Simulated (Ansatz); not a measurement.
# PbS in Ansatz: the effect of functional

The system is PbS.

```
Pb S
1.0
     3.57907    0.00000    0.00000
     0.00000    3.57907    0.00000
     0.00000    0.00000    3.57907
Pb S
1 1
Direct
  0.00000 0.00000 0.00000
  0.50000 0.50000 0.50000
```

Measurements of this composition are mostly on another form, of space group No. 225.

The cell isn't the ideal one: volume scaled by 0.94.

Alike in all runs:

* Program: Ansatz 0.2.0
* Task: single point
* Potentials or basis: Ansatz PAW
* k mesh: 7 × 7 × 7
* Occupations: fermi-dirac, width 0.05 eV
* Spin: no spin polarisation

**Question.** One run gave: pressure 3.3 GPa. Which functional did it use?
A. PBEsol
B. LDA
C. r2SCAN

**Answer.** C.

| functional | cutoff | pressure (GPa) |
| --- | --- | --- |
| LDA | 420 eV (not typed: the program's choice for these potentials) | -2.2 |
| PBEsol | 420 eV (not typed: the program's choice for these potentials) | -0.3 |
| r2SCAN | 500 eV (not typed: the program's choice for these potentials) | 3.3 |

Caveats: the PAW data sets come from PBE, with cores solved anew for the run's functional, which leaves a small shift of forces and pressure.
